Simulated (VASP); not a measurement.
Crystal: PbS (Galena).

```
CELL_PARAMETERS angstrom
0.00000 2.96575 2.96575
2.96575 0.00000 2.96575
2.96575 2.96575 0.00000
ATOMIC_POSITIONS crystal
Pb 0.00000 0.00000 0.00000
S 0.50000 0.50000 0.50000
```

Base run:

* Program: VASP 6.6.1
* Functional: PBE
* Potentials or basis: VASP PAW PBE potentials, release 64 (Pb_d, S)
* Cutoff: 520 eV
* k mesh: 8 × 8 × 8
* Occupations: fermi-dirac, width 0.05 eV
* Spin: no spin polarisation

Its results: band gap on the k mesh 0.36 eV, direct; electronic dielectric tensor (diagonal) 22.17.

Q: The run is repeated on the same cell with these changes: functional from PBE to LDA; potentials or basis from VASP PAW PBE potentials, release 64 (Pb_d, S) to VASP PAW LDA potentials, release 64 (Pb_d, S). What comes out?

A: Band gap on the k mesh 0.21 eV, direct; electronic dielectric tensor (diagonal) 45.88.

Caveats: the gap is small at this level, which inflates the dielectric constant; spin-orbit coupling is left out, which as a rule narrows the gap of such compounds by several tenths of an eV.

A k mesh can miss the band edges.
